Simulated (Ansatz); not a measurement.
In:

```
In
1.0
    -1.62547    1.62547    2.47370
     1.62547   -1.62547    2.47370
     1.62547    1.62547   -2.47370
In
1
Direct
  0.00000 0.00000 0.00000
```

Base run:

* Program: Ansatz 0.2.0
* Functional: PBEsol
* Potentials or basis: Ansatz PAW
* Cutoff: 420 eV (not typed: the program's choice for these potentials)
* k mesh: 8 × 8 × 8
* Occupations: fermi-dirac, width 0.05 eV
* Spin: spin-orbit coupling, no magnetisation

Its results: band gap on the k mesh none (metal or under the smearing width); pressure -1.1 GPa.

Task: After a change of settings the same cell gave: band gap on the k mesh none (metal or under the smearing width); pressure 1.8 GPa. Which change was it?
A. functional from PBEsol to PBE
B. functional from PBEsol to LDA
C. k mesh from 8 × 8 × 8 to 11 × 11 × 11; spin from spin-orbit coupling, no magnetisation to no spin polarisation; potential files from those of the base run to others of the same set

Result: A.

PBE binds less tightly than PBEsol, so the same cell stands under more pressure.

Caveats: the PAW data sets come from PBE, with cores solved anew for the run's functional, which leaves a small shift of forces and pressure (some runs).
